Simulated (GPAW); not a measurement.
Crystal: CaO.

```
CELL_PARAMETERS angstrom
0.00000 2.40356 2.40356
2.40356 0.00000 2.40356
2.40356 2.40356 0.00000
ATOMIC_POSITIONS crystal
Ca 0.00000 0.00000 0.00000
O 0.50000 0.50000 0.50000
```

The cell is a database's computed one.

Base run:

| Quantity | Value |
| --- | --- |
| Program | GPAW 26.7.0 |
| Functional | r2SCAN |
| Potentials or basis | GPAW PAW data sets (gpaw-data 1.2.1) |
| Cutoff | 800 eV |
| Basis | pw |
| k mesh | 10 × 10 × 10 |
| Occupations | fermi-dirac, width 0.05 eV |
| Spin | no spin polarisation |

Its results: band gap on the k mesh 4.24 eV, indirect (least direct gap 4.62 eV); pressure 0.0 GPa.

Task: The run is repeated on the same cell with these changes: functional from r2SCAN to RPBE; potentials or basis from GPAW PAW data sets (gpaw-data 1.2.1) to the program's PAW data sets (release 1.2.1) made for this functional. What comes out?

Result: Band gap on the k mesh 3.80 eV, indirect (least direct gap 4.17 eV); pressure 5.9 GPa.

Caveats: the PAW data sets were made with another functional, which shifts forces and pressure a little (some runs).

Not every run made on this cell is shown here.
